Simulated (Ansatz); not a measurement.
Write the native input for Ansatz 0.2.0 that does the following.

```
Task                                : band structure
Functional                          : LDA
Potentials or basis                 : Ansatz PAW
Cutoff                              : 420 eV (not typed: the program's choice for these potentials)
k mesh                              : 7 × 7 × 7
Occupations                         : fermi-dirac, width 0.05 eV
Spin                                : no spin polarisation
Hubbard terms                       : Ti d U = 3 eV
Path                                : [["G", "X", "M", "G", "R", "X"], ["M", "R"]]
Points for each segment of the path : 14
Hubbard projectors                  : ortho-atomic (the default)
Double counting                     : fll (the default)
```

TiTe:

```
Ti Te
1.0
     3.63109    0.00000    0.00000
     0.00000    3.63109    0.00000
     0.00000    0.00000    3.63109
Ti Te
1 1
Direct
  0.00000 0.00000 0.00000
  0.50000 0.50000 0.50000
```

The cell comes from a database or a generator and needn't be the stable form of this composition.

These files were run (other wordings do the same):

input.yaml

```yaml
crystal:
  lattice:
    - [3.63109312, 0.0, 0.0]
    - [0.0, 3.63109312, 0.0]
    - [0.0, 0.0, 3.63109312]
  atoms:
    - { symbol: Ti, position: [0.0, 0.0, 0.0] }
    - { symbol: Te, position: [0.5, 0.5, 0.5] }
hamiltonian:
  xc: lda
  pseudopotentials: { kind: paw }
  hubbard: { sites: [{ species: Ti, l: d, u_eff: 3.0 }] }
kpoints:
  mp_grid: { grid: [7, 7, 7] }
  band_path:
    path:
      - [[0.0, 0.0, 0.0], [0.0, 0.5, 0.0], [0.5, 0.5, 0.0], [0.0, 0.0, 0.0], [0.5, 0.5, 0.5], [0.0, 0.5, 0.0]]
      - [[0.5, 0.5, 0.0], [0.5, 0.5, 0.5]]
    npoints: 14
scf:
  occupations: { method: fermi_dirac, width: 0.05 }
  n_extra_bands: 6
output:
  forces: true
  stress: true
  eigenvalues: true
  fatbands: false
```

Potentials or basis: Ansatz PAW.

Run with:

```bash
$ ansatz run input.yaml --threads 2 --pin off --max-ram 5632MiB --backend cpu --events-out ev --progress --plain --runs-dir out
```

It gave:

```json
{"Pressure": "-13.1 GPa", "Band gap on the k mesh": "none (metal or under the smearing width)"}
```

Caveat: spin-orbit coupling is left out, which moves the levels of the heavy elements; U without spin polarisation on a metal has little footing; the PAW data sets come from PBE, with cores solved anew for the run's functional, which leaves a small shift of forces and pressure; the U is typed as a test and isn't derived for this compound.

Run time: 2.4 s on 2 threads of Arm Neoverse V1, on a shared host, peak memory 0.33 GiB.
